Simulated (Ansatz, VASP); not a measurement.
# Cross-check of SnC62 between VASP and Ansatz, part 2 of 2

Aim: how closely do two programs agree when they are given the same cell, functional and k mesh? The cell is taken from a series of runs on this material, whose earlier steps may have relaxed, scaled, displaced or heated it; both programs get it as it stands.

VASP 6.6.1 and Ansatz 0.2.0.

So far: The starting structure; Ansatz: single point, HSE06.

In doubt: the hybrid run may have settled on a false gap or state (step 2), so the values of those runs are not to be relied on; a hybrid run on one k-point (step 2), which bears on gaps, levels and energies.

## 3. VASP: single point, HSE06

Level of this step: HSE06, spin-polarised from a ferromagnetic start; plane waves and PAW (C, Sn_d) (VASP).

The same cell, functional, mesh and smearing now go to VASP, with its own data sets.

Lines of VASP's logs that name or quote its potential files are left out, and so is its time.

The run reads the wave functions of an earlier VASP run, which isn't shown here.

INCAR reads:

```
SYSTEM = SnC62
PREC = Accurate
ENCUT = 520
EDIFF = 1E-06
NELM = 100
ISMEAR = -1
SIGMA = 0.01
LREAL = Auto
ALGO = Normal
LHFCALC = .TRUE.
AEXX = 0.25
GGA = PE
HFSCREEN = 0.208
LASPH = .TRUE.
NELECT = 263
NBANDS = 175
ISPIN = 2
MAGMOM = -0 -0 -0 0.07 0.07 0.07 0 0 0 0 0 0 0 0 0 0 0 0 0 0 0 0 0.01 0.01 0.07 0.01 0.01 0.01 -0 0.01 0 0 0 0 0 0 0 0 0.01 0.07 0.01 0.01 0.01 -0 0.01 0.01 0.07 0.01 0.01 0.01 -0 0.01 0.01 0.01 0 0 0 0 0 0 0 0 0.02
PRECFOCK = Fast
LORBIT = 11
LWAVE = .FALSE.
LCHARG = .FALSE.
ISIF = 2
NUPDOWN = 1
```

POSCAR reads:

```
SnC62
1.0
    7.1431635100      0.0000000000      0.0000000000
    0.0000000000      7.1431635100      0.0000000000
    0.0000000000      0.0000000000      7.1431635100
C Sn
62 1
Direct
    0.0009304736      0.0009304736      0.2541428306
    0.0009304736      0.2541428306      0.0009304736
    0.2541428306      0.0009304736      0.0009304736
    0.1140370546      0.1140370546      0.3948782379
    0.1140370546      0.3948782379      0.1140370546
    0.3948782379      0.1140370546      0.1140370546
    0.0002100805      0.0002100805      0.7522011680
    0.9938852126      0.2458190787      0.5058502264
    0.2458190787      0.9938852126      0.5058502264
    0.2495759042      0.2495759042      0.7502895072
    0.1277138045      0.1277138045      0.8783574412
    0.1191497736      0.3791809213      0.6311147874
    0.3791809213      0.1191497736      0.6311147874
    0.3754240958      0.3754240958      0.8747104928
    0.9938852126      0.5058502264      0.2458190787
    0.0002100805      0.7522011680      0.0002100805
    0.2458190787      0.5058502264      0.9938852126
    0.2495759042      0.7502895072      0.2495759042
    0.1191497736      0.6311147874      0.3791809213
    0.1277138045      0.8783574412      0.1277138045
    0.3791809213      0.6311147874      0.1191497736
    0.3754240958      0.8747104928      0.3754240958
    0.9953189985      0.4993000833      0.7517228895
    0.9953189985      0.7517228895      0.4993000833
    0.2301217621      0.5109629454      0.5109629454
    0.2494274564      0.7501340317      0.7501340317
    0.1256999167      0.6296810015      0.8732771105
    0.1256999167      0.8732771105      0.6296810015
    0.3708571694      0.6240695264      0.6240695264
    0.3755725436      0.8748659683      0.8748659683
    0.5058502264      0.9938852126      0.2458190787
    0.5058502264      0.2458190787      0.9938852126
    0.7522011680      0.0002100805      0.0002100805
    0.7502895072      0.2495759042      0.2495759042
    0.6311147874      0.1191497736      0.3791809213
    0.6311147874      0.3791809213      0.1191497736
    0.8783574412      0.1277138045      0.1277138045
    0.8747104928      0.3754240958      0.3754240958
    0.4993000833      0.9953189985      0.7517228895
    0.5109629454      0.2301217621      0.5109629454
    0.7517228895      0.9953189985      0.4993000833
    0.7501340317      0.2494274564      0.7501340317
    0.6296810015      0.1256999167      0.8732771105
    0.6240695264      0.3708571694      0.6240695264
    0.8732771105      0.1256999167      0.6296810015
    0.8748659683      0.3755725436      0.8748659683
    0.5109629454      0.5109629454      0.2301217621
    0.4993000833      0.7517228895      0.9953189985
    0.7517228895      0.4993000833      0.9953189985
    0.7501340317      0.7501340317      0.2494274564
    0.6240695264      0.6240695264      0.3708571694
    0.6296810015      0.8732771105      0.1256999167
    0.8732771105      0.6296810015      0.1256999167
    0.8748659683      0.8748659683      0.3755725436
    0.4972861955      0.4972861955      0.7466425588
    0.4972861955      0.7466425588      0.4972861955
    0.7466425588      0.4972861955      0.4972861955
    0.7485408061      0.7485408061      0.7485408061
    0.6247899195      0.6247899195      0.8727988320
    0.6247899195      0.8727988320      0.6247899195
    0.8727988320      0.6247899195      0.6247899195
    0.8764591939      0.8764591939      0.8764591939
    0.3125000000      0.3125000000      0.3125000000
```

KPOINTS reads:

```
Automatic mesh
0
Gamma
1 1 1
0 0 0
```

Potentials, in the order of the species: C and Sn_d (PBE family, release 64).

Launch:

```bash
$ export OMP_NUM_THREADS=4
$ mpirun -np 1 vasp_gam
```

Numbers of over 12 decimals in the logs are rounded to 6 here.

The log of the run:

```text
[banner, memory and clock lines left out]
running    1 mpi-ranks, on    1 nodes
[...]
Offloading initialized ...    1 GPUs detected
[...]
LDA part: xc-table for (Slater+PW92), standard interpolation
 found WAVECAR, reading the header
 POSCAR, INCAR and KPOINTS ok, starting setup
[...]
reading WAVECAR
 the WAVECAR file was read successfully
 initial charge from wavefunction
 entering main loop
       N       E                     dE             d eps       ncg     rms          rms(c)
DAV:   1    -0.631009380496E+03   -0.63101E+03   -0.84926E+00   808   0.797E+00    0.420E+00
DAV:   2    -0.631035350598E+03   -0.25970E-01   -0.16636E-01   952   0.111E+00    0.259E+00
DAV:   3    -0.631018562096E+03    0.16789E-01   -0.18955E-02   992   0.397E-01    0.146E+00
DAV:   4    -0.631061929204E+03   -0.43367E-01   -0.10849E-02   888   0.312E-01    0.164E+00
[...]
DAV:  11    -0.631162913644E+03    0.13029E-04   -0.16101E-05   864   0.131E-02    0.266E-02
DAV:  12    -0.631162910665E+03    0.29783E-05   -0.79766E-06   856   0.813E-03    0.159E-02
DAV:  13    -0.631162910245E+03    0.42087E-06   -0.34184E-06   632   0.468E-03
   1 F= -.63116291E+03 E0= -.63116291E+03  d E =-.106129E-11  mag=     1.0000
```

From OUTCAR (step 3):

```text
  FREE ENERGIE OF THE ION-ELECTRON SYSTEM (eV)
  ---------------------------------------------------
  free  energy   TOTEN  =      -631.1629102446 eV

  energy  without entropy=     -631.1629102446  energy(sigma->0) =     -631.16291024

 magnetization (x)
# of ion       s       p       d       tot
------------------------------------------
    1       -0.001  -0.000   0.000  -0.001
    2       -0.001  -0.000   0.000  -0.001
    3       -0.001  -0.000   0.000  -0.001
    4        0.008   0.079   0.000   0.087
    5        0.008   0.079   0.000   0.087
    6        0.008   0.079   0.000   0.087
    7       -0.000   0.000   0.000   0.000
    8       -0.000   0.002   0.000   0.002
    9       -0.000   0.002   0.000   0.002
   10       -0.000   0.001   0.000   0.001
   11        0.000   0.002   0.000   0.003
   12       -0.000   0.002   0.000   0.002
   13       -0.000   0.002   0.000   0.002
[...]
--------------------------------------------------
tot          0.035   0.630   0.103   0.768

[... 1 further part left out ...]
```

The run ends at a pressure of 12.70 GPa, with forces up to 1.0 eV/Å.

## 4. Side by side

Known differences besides the potentials themselves: exact exchange at q = 0 is treated differently, which shows on coarse meshes; VASP keeps PBE cores, Ansatz makes them for the functional; the cutoff is 420 eV in Ansatz and 520 eV in VASP (PREC = Accurate, projectors in real space); VASP takes a coarser grid for exact exchange (PRECFOCK = Fast); site moments are counted in spheres of each program's own size. Total energies have different zeros and are not compared.

Both answers:

```csv
quantity,Ansatz,VASP,difference
"total moment, fixed by the input (μB)",1.00,1.00,0.00
moment on C4 (μB),0.07,0.09,-0.02
moment on C5 (μB),0.07,0.09,-0.02
moment on C6 (μB),0.07,0.09,-0.02
moment on C25 (μB),0.07,0.09,-0.02
moment on C47 (μB),0.07,0.09,-0.02
moment on C40 (μB),0.07,0.09,-0.02
moment on Sn63 (μB),0.02,0.05,-0.03
```

Forces on 10 of the 63 atoms, those with the largest forces and the largest differences (eV/Å; atoms numbered as in POSCAR):

```csv
atom,"Ansatz x, y, z","VASP x, y, z"
C4,"-0.340, -0.340, -0.207","-0.322, -0.322, -0.235"
C5,"-0.340, -0.207, -0.340","-0.322, -0.235, -0.322"
C6,"-0.207, -0.340, -0.340","-0.235, -0.322, -0.322"
C8,"0.433, 0.862, 0.334","0.428, 0.885, 0.339"
C9,"0.862, 0.433, 0.334","0.885, 0.428, 0.339"
C12,"-0.334, -0.862, -0.433","-0.339, -0.885, -0.428"
C13,"-0.862, -0.334, -0.433","-0.885, -0.339, -0.428"
C15,"0.433, 0.334, 0.862","0.428, 0.339, 0.885"
C19,"-0.334, -0.433, -0.862","-0.339, -0.428, -0.885"
C21,"-0.862, -0.433, -0.334","-0.885, -0.428, -0.339"
```

The forces differ by 11 meV/Å r.m.s., which is 2.4 % of the r.m.s. force of 0.449 eV/Å (both taken over all components). The cell carries a charge of -1 e against a uniform background, so its pressure also hangs on how the neutralising background is counted, and in a defect's cell a gap may be the spacing between its levels.

## 5. What came out

| Quantity | Value |
| --- | --- |
| r.m.s. force difference (single point, HSE06) | 2.4 % of the r.m.s. force |

**Reading.** The r.m.s. force difference is 2.4 % of the r.m.s. force (single point, HSE06), within the 3 % picked in this series as the mark of a large difference. How closely two codes agree says nothing of how well the functional describes the real material.

[Lines on the potential files, build, host, timing and source positions are cut from VASP's logs without a mark.]

[Logs are printed without paths, hosts, clocks, repeated set-up lines and the standing remarks that a program may print on its own settings, such as how far it seeks lower states.]

[Hosts, paths, dates, database ids (printed as entryN), source tags and the programs' standing remarks are cut or masked in the printed files.]
